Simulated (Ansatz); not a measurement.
W: strain and displacement

```
CELL_PARAMETERS angstrom
0.00000 2.03000 2.03000
2.03000 0.00000 2.03000
2.03000 2.03000 0.00000
ATOMIC_POSITIONS crystal
W 0.00000 0.00000 0.00000
```

Conventional cell: a = 4.060 Å, b = 4.060 Å, c = 4.060 Å, α = 90.00°, β = 90.00°, γ = 90.00°. W (atom 1) is surrounded by 12 W at 2.87 Å.

The cell comes from COD entry 1534935, which wasn't checked; take it as a given geometry.

Spin–orbit coupling is left out, though it moves levels of the heavy atoms by tenths of an eV or more.

Theory: Ansatz 0.2.0, DFT, PBE, all-electron LAPW, scalar-relativistic.

The runs use a Γ-centred 14×14×14 k mesh, Fermi–Dirac smearing of 0.05 eV, basis error target 0.25 meV/atom, no spin polarisation.

The unchanged cell is at -4.57 GPa.

In a metal, stresses and small energies carry noise from the k mesh.

x, y and z are the Cartesian axes of the cell as listed; fractional coordinates follow a strain, and an engineering shear is twice the off-diagonal strain component.

One change gave: energy change -3 meV/atom; stress change (xx, yy, zz, yz, xz, xy) 0.08, 0.08, 0.08, -1.69, -1.69, -1.69 GPa, compression positive. Which change was it?
A. equal xy, yz and zx engineering shear strains of +2 %
B. equal xy, yz and zx engineering shear strains of -1 %
C. equal xy, yz and zx engineering shear strains of -2 %
D. equal xy, yz and zx engineering shear strains of +3 %
E. xy engineering shear strain of -1.5 %
F. equal xy, yz and zx engineering shear strains of +1 %
G. equal xy, yz and zx engineering shear strains of -3 %
H. z strained by -1.5 % at fixed volume

B. For xy engineering shear strain of -1.5 %: energy change -2 meV/atom; stress change (xx, yy, zz, yz, xz, xy) -0.07, -0.07, 0.29, 0.00, 0.00, -2.45 GPa, compression positive. For z strained by -1.5 % at fixed volume: energy change -6 meV/atom; stress change (xx, yy, zz, yz, xz, xy) 2.49, 2.49, -5.06, 0.00, 0.00, 0.00 GPa, compression positive. For equal xy, yz and zx engineering shear strains of -3 %: energy change -20 meV/atom; stress change (xx, yy, zz, yz, xz, xy) 0.64, 0.64, 0.64, -3.11, -3.11, -3.11 GPa, compression positive. For equal xy, yz and zx engineering shear strains of +2 %: energy change -7 meV/atom; stress change (xx, yy, zz, yz, xz, xy) 0.34, 0.34, 0.34, 1.56, 1.56, 1.56 GPa, compression positive. For equal xy, yz and zx engineering shear strains of -2 %: energy change -10 meV/atom; stress change (xx, yy, zz, yz, xz, xy) 0.32, 0.32, 0.32, -2.82, -2.82, -2.82 GPa, compression positive. For equal xy, yz and zx engineering shear strains of +1 %: energy change -2 meV/atom; stress change (xx, yy, zz, yz, xz, xy) 0.08, 0.08, 0.08, 1.39, 1.39, 1.39 GPa, compression positive. For equal xy, yz and zx engineering shear strains of +3 %: energy change -12 meV/atom; stress change (xx, yy, zz, yz, xz, xy) 0.65, 0.65, 0.65, 1.29, 1.29, 1.29 GPa, compression positive.
